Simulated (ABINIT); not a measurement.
## Ni in ABINIT: the effect of functional

The system is Ni.

```xyz
1
Lattice="-1.3837 1.3837 1.3837 1.3837 -1.3837 1.3837 1.3837 1.3837 -1.3837" Properties=species:S:1:pos:R:3 pbc="T T T"
Ni    0.0000    0.0000    0.0000
```

This isn't the form of Ni at room conditions, which is fcc.

Alike in all runs:

| Property | Result |
| --- | --- |
| Program | ABINIT 10.8.3 (patched build) |
| Task | single point |
| Potentials or basis | JTH PAW PBE v2.0 |
| Cutoff | 1333 eV |
| k mesh | 13 × 13 × 13 |
| Occupations | fermi-dirac, width 0.05 eV |
| Spin | collinear spin, ferromagnetic start |
| Starting moments | [1.0] μB |

| functional | pressure (GPa) |
| --- | --- |
| WC | -0.8 |
| PBE | 8.3 |
| LDA | -9.6 |
| PBEsol | -1.9 |
| RPBE | 14.0 |
| BLYP | 18.4 |
| AM05 | ? |
| revPBE | 12.4 |
| PW91 | 8.0 |

Problem. What does the run with functional AM05 give?

Solution. Pressure -2.7 GPa.

Caveats: the PAW data sets were made with another functional, which shifts forces and pressure a little (some runs).
